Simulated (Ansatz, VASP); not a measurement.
# CsSnI3 in VASP and in Ansatz

File INCAR:

```
SYSTEM = CsSnI3
PREC = Accurate
ENCUT = 520
EDIFF = 1E-7
ISMEAR = -1
SIGMA = 0.05
LREAL = .False.
LASPH = .True.
NELM = 80
ALGO = Normal
ISIF = 2
LWAVE = .False.
LCHARG = .False.
GGA = PE
NBANDS = 30
```

Contents of KPOINTS:

```
regular mesh
0
Gamma
  5 5 5
  0 0 0
```

Contents of POSCAR:

```
CsSnI3
1.0
    6.1218289079      0.0000000000      0.0000000000
    0.0000000000      6.1218289079      0.0000000000
    0.0000000000      0.0000000000      6.1218289079
Cs I Sn
1 3 1
Direct
    0.0000000000      0.0000000000      0.0000000000
    0.5000000000      0.5000000000      0.0000000000
    0.5000000000      0.0000000000      0.5000000000
    0.0000000000      0.5000000000      0.5000000000
    0.5000000000      0.5000000000      0.5000000000
```

Contents of input.yaml:

```yaml
crystal:
  lattice:
    - [6.1218289079, 0.0, 0.0]
    - [0.0, 6.1218289079, 0.0]
    - [0.0, 0.0, 6.1218289079]
  atoms:
    - { symbol: Cs, position: [0.0, 0.0, 0.0] }
    - { symbol: I, position: [0.5, 0.5, 0.0] }
    - { symbol: I, position: [0.5, 0.0, 0.5] }
    - { symbol: I, position: [0.0, 0.5, 0.5] }
    - { symbol: Sn, position: [0.5, 0.5, 0.5] }
kpoints:
  mp_grid: { grid: [5, 5, 5] }
scf:
  occupations: { method: fermi_dirac, width: 0.05 }
hamiltonian:
  xc: pbe
  pseudopotentials: { kind: all_electron, lapw: { basis_error: 0.001 } }
output:
  forces: true
  stress: true
  eigenvalues: true
```

Change from the starting cell: volume scaled by 0.96.

Alike in both runs: task single point; functional PBE; k mesh 5 × 5 × 5; occupations fermi-dirac, width 0.05 eV; no spin polarisation.

|  | VASP | Ansatz |
| --- | --- | --- |
| version | VASP 6.6.1 | Ansatz 0.2.0 |
| potentials or method | VASP PAW PBE potentials, release 64 (Cs_sv, I, Sn_d) | all-electron LAPW, scalar-relativistic |
| plane-wave cutoff (eV) | 520 | see its input |

```tsv
	VASP	Ansatz	Ansatz less VASP
gap on the k mesh at the Fermi level (eV)	1.70	1.71	+0.002
least direct gap on the mesh (eV)	1.70	1.71	+0.002
pressure (GPa)	1.3	1.3	+0.01
```

Ansatz ran all-electron here, so the differences hold the error of VASP's frozen core and of both bases.

Caveats: spin-orbit coupling is left out, which moves the levels of the heavy elements; an odd mesh through Γ misses points on the zone boundary, where band edges often lie.
